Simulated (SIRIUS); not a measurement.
Crystal: HgTe (Coloradoite).

```xyz
2
Lattice="0.0000 3.2145 3.2145 3.2145 0.0000 3.2145 3.2145 3.2145 0.0000" Properties=species:S:1:pos:R:3 pbc="T T T"
Hg    0.0000    0.0000    0.0000
Te    4.8217    4.8217    4.8217
```

Base run:

* Program: SIRIUS 7.10.0
* Functional: PBE
* Potentials or basis: PseudoDojo 0.4 PBE stringent (scalar relativistic)
* Cutoff: 1472 eV
* Density cutoff: 5886 eV
* k mesh: 7 × 7 × 7
* Occupations: fermi-dirac, width 0.05 eV
* Spin: no spin polarisation

Its results: band gap on the k mesh 0.00 eV; pressure 4.5 GPa.

**Question.** The run is repeated on the same cell with these changes: potentials or basis from PseudoDojo 0.4 PBE stringent (scalar relativistic) to GBRV 1.5 PBE (ultrasoft); cutoff from 1472 eV to 557 eV; density cutoff from 5886 eV to 5442 eV; valence electrons from 44 to 18. What comes out?

**Answer.** Band gap on the k mesh 0.00 eV; pressure 5.0 GPa.

Caveats: spin-orbit coupling is left out, which moves the levels of the heavy elements; an odd mesh through Γ misses points on the zone boundary, where band edges often lie.
